When only direct transitions are counted, as here, MoS2 absorbs no light below its direct gap, so its response to such light ought to be a constant, and any departure from that constant ought to be governed by the gap. The computed spectrum contradicts both ideas. For light polarised in the layers, the xx direction, the real part of the dielectric function climbs from 16.6 at zero photon energy to 21.1 at 1.4 eV, while the imaginary part, which measures absorption, is still zero. A formula with the direct gap as its governing energy would give about 43 at 1.4 eV, twice the computed value.

Independent-particle dielectric function of bulk MoS2 (space group R3m, conventional a = 3.153 Å, c = 17.989 Å), without local fields or excitons, broadened by 0.1 eV. Computed with Ansatz 0.2.0 using scalar-relativistic PBE+D3(BJ) and plane-wave PAW, without spin polarisation, at a cutoff of 420 eV and with a 12×12×12 k mesh for the ground state.

```
photon energy (eV)  dielectric imaginary xx  dielectric imaginary zz  dielectric real xx  dielectric real zz
                 0                        0                        0                16.6                10.6
               0.2                        0                        0                16.6                10.6
               0.4                        0                        0                16.8                10.7
               0.6                        0                        0                17.1                10.8
               0.8                        0                        0                17.7                10.9
               1.0                        0                        0                18.4                11.1
               1.2                        0                        0                19.5                11.4
               1.4                        0                        0                21.1                11.7
               1.6                     0.08                        0                24.3                12.2
               1.8                     6.17                     0.02                28.9                12.9
               2.0                     8.43                     0.08                26.6                14.0
               2.2                     11.4                     0.51                30.7                16.5
               2.4                     23.6                     7.17                30.3                17.5
               2.6                     27.9                     6.32                21.5                12.2
               2.8                     31.6                     5.10                15.2                12.4
               3.0                     30.7                     5.30                1.47                12.7
               3.2                     16.2                     5.61               -0.53                13.4
               3.4                     17.2                     6.62                2.62                12.1
               3.6                     14.7                     5.25                4.36                13.1
               3.8                     16.5                     6.74                3.92                14.6
               4.0                     16.1                     8.16                2.91                14.4
               4.2                     15.3                     9.69                3.38                13.8
               4.4                     18.5                     8.76                0.12                15.9
               4.6                     14.5                     13.4               -2.01                18.6
               4.8                     13.5                     19.1               -1.26                15.7
               5.0                     14.3                     24.2               -2.90                10.6
               5.2                     10.8                     21.3               -4.86                3.04
               5.4                     8.94                     18.7               -3.04                2.85
               5.6                     9.22                     21.0               -2.56                0.20
               5.8                     9.10                     18.8               -2.42               -5.92
               6.0                     8.16                     12.3               -3.58               -7.33
               6.2                     7.04                     9.21               -2.70               -5.92
               6.4                     7.10                     7.21               -2.60               -4.83
               6.6                     6.89                     5.38               -2.81               -3.83
               6.8                     6.44                     4.63               -3.12               -1.57
               7.0                     5.63                     5.05               -3.59               -0.73
               7.2                     4.19                     4.56               -3.34               -0.17
               7.4                     4.08                     4.91               -1.97                0.63
               7.6                     4.23                     4.84               -2.20                1.34
               7.8                     4.04                     5.63               -2.35                1.70
```

Light that is not absorbed still pushes the electrons back and forth. Each possible electronic transition behaves like a spring with its own resonance at an energy E′. Driven far below resonance, the spring follows the field almost as it would follow a static one; driven closer to it, the spring swings further. At a photon energy E the gain is 1/(1 − E²/E′²). For 1.4 eV light this adds a third to the response of a transition at 2.8 eV, but less than a tenth to that of one at 5 eV.

The Kramers-Kronig relation adds up these springs. With ε₁ for the real part and ε₂ for the imaginary part, it reads, for photon energies below the onset of absorption,

ε₁(E) = 1 + (2/π) ∫ [ε₂(E′)/E′] · 1/(1 − E²/E′²) dE′

The first bracket says how much each transition contributes in a static field, and the second factor is its gain. The real part below the gap therefore depends on absorption at much higher energies. The transitions right at the gap supply only a small share of the total, which is why the gap is a poor choice for the governing energy.

For a hand estimate, replace the many resonances by a single one at an energy E₀. The integral then collapses to

ε₁(E) = 1 + (ε₁(0) − 1)/(1 − E²/E₀²)

Two inputs are needed for each polarisation. The static value ε₁(0) is the row at 0 eV. For E₀, take the photon energy at which the imaginary part is largest: 2.8 eV for xx and 5.0 eV for zz, the polarisation along the layer normal.

Here is the estimate for xx at 1.0 eV:

E²/E₀² = (1.0/2.8)² = 0.128
ε₁ = 1 + (16.6 − 1)/(1 − 0.128) = 18.9

The table has 18.4. At 1.4 eV the squared ratio is 0.25, and the same steps give 21.8 against 21.1. Neither row was used to set the two inputs.

The zz direction shows what a higher resonance does. Its strongest absorption lies so far up that 1.4 eV light stretches the spring hardly further than a static field would: the squared ratio is only 0.08. The rule gives 11.4, the table 11.7, starting from a static value of 10.6. Well below the onset of absorption, the real part stays nearly flat if the main absorption sits high, and climbs early if it sits low.

From 0.2 to 1.4 eV the rule stays within about 3 % of the computed real part for xx and within about 2 % for zz. That is a mild test, because the static value alone already supplies most of the total. The rise above it is harder to catch: at 1.4 eV the rule makes it 16 % too large for xx (27 % at 1.0 eV) and 26 % too small for zz. If you need the refractive index, take the square root of the real part, which halves the relative error. The output below the text lists these comparisons.

The two errors have opposite signs because the strongest peak is only a stand-in for an average. The proper average follows from asking that the formula reproduce the first bend of the curve, the term in E². It weights absorption by 1/E′³, so low-lying transitions count heavily. Summed over the absorption in the table, this average is 3.2 eV for xx, above the peak, since much of the static response comes from absorption at higher energies. For zz it is 4.6 eV, below the peak, since the weaker absorption that begins near 2.4 eV pulls it down.

Even the proper average has a built-in flaw. As the photon energy approaches the onset of absorption, the lowest transitions gain far more than the average one, and a single resonance cannot follow them. Theory therefore requires this version to fall short, and at 1.2 and 1.4 eV it does so for both polarisations. For zz it still halves the largest miss of the peak rule. For xx it is closer than the peak rule at 1.0 and 1.2 eV, but at 1.4 eV it misses by slightly more.

Near the onset the rule has to be dropped. For xx it still looks good at 1.8 eV, where absorption has already begun, but largely because two errors cancel: a resonance placed below the proper average exaggerates the climb, while a single resonance misses the extra gain of the lowest transitions. The agreement does not last: at 2.0 eV the rule gives 32.9 where the table has 26.6. At E₀ itself the formula diverges, because its single resonance has no width. The real spectrum spreads its absorption over many energies and stays finite.

For zz the trouble starts while absorption is still weak. At 2.2 eV the imaginary part is only 0.51, yet the rule gives 12.9 against a computed 16.5. The cause is the absorption that jumps to 7.17 one row later, which the single resonance at 5.0 eV ignores. What matters is thus the distance to the next strong absorption, even if the light at hand is hardly absorbed.

In practice, first find where absorption becomes strong, and keep well below that energy: 0.4 eV was enough for xx, whereas zz needed about 0.8 eV to stay within 5 %. Then read off the main peak, remembering that its position is known only to the 0.2 eV step of the table. Reading 2.9 instead of 2.8 eV changes the xx estimate at 1.4 eV from 21.8 to 1 + 15.6/(1 − (1.4/2.9)²) = 21.3. That shift is comparable to the error of the rule itself.

Do not take the static value from the absorption in the table alone. The absorption up to 7.8 eV accounts for about 90 % of the static response beyond 1 for xx, but only 77 % for zz. By the Kramers-Kronig relation the rest should come mainly from absorption at still higher energies. A measured electronic static value already contains this part. The 0 eV row contains it only as far as the solved bands reach, since higher bands were left out of the computed real part.

For a real crystal, the form of the rule is safer than the numbers put into it here. The calculation leaves out excitons and spin-orbit coupling, which reshape the absorption edge, and PBE gaps are generally too small. It also omits local fields, which matter most for light polarised along the layer normal; leaving them out probably makes the static zz value too high. To estimate the response of a real crystal, insert a measured static value of the electronic response alone, without the part from lattice vibrations, and a measured main peak for each polarisation, and do not rely on the computed difference between xx and zz.

Numerical output:

```
strongest absorption xx, eV: 2.8
strongest absorption zz, eV: 5
squared ratio of photon energy to E0, xx, at 1.0 and 1.4 eV: 1.0 0.1276, 1.4 0.25
squared ratio of photon energy to E0, zz, at 1.0 and 1.4 eV: 1.0 0.04, 1.4 0.0784
rule for real part xx at 1.0 and 1.4 eV: 1.0 18.88, 1.4 21.8
rule for real part zz at 1.0 and 1.4 eV: 1.0 11, 1.4 11.42
largest miss of rule xx, 0.2 to 1.4 eV, percent: 3.318
largest miss of rule zz, 0.2 to 1.4 eV, percent: 2.422
rise by rule over computed rise, xx, at 1.0 and 1.4 eV: 1.0 1.267, 1.4 1.156
rise by rule over computed rise, zz, at 1.0 and 1.4 eV: 1.0 0.8, 1.4 0.7424
E0 from weighted absorption xx, eV: 3.181
E0 from weighted absorption zz, eV: 4.633
largest miss with weighted E0, xx, 0.2 to 1.4 eV, percent: 3.565
largest miss with weighted E0, zz, 0.2 to 1.4 eV, percent: 1.156
real part xx at 1.0 and 1.4 eV if E0 were the direct gap: 1.0 23.98, 1.4 43.07
rule xx at 1.6, 1.8, 2.0, 2.2, 2.4 eV: 1.6 24.16, 1.8 27.59, 2.0 32.85, 2.2 41.77, 2.4 59.8
rule zz at 1.6, 1.8, 2.0, 2.2, 2.4 eV: 1.6 11.7, 1.8 12.03, 2.0 12.43, 2.2 12.9, 2.4 13.47
rule zz at 7.8 eV: -5.696
static xx less 1 recovered from tabulated absorption, percent: 89.58
static zz less 1 recovered from tabulated absorption, percent: 77.43
```
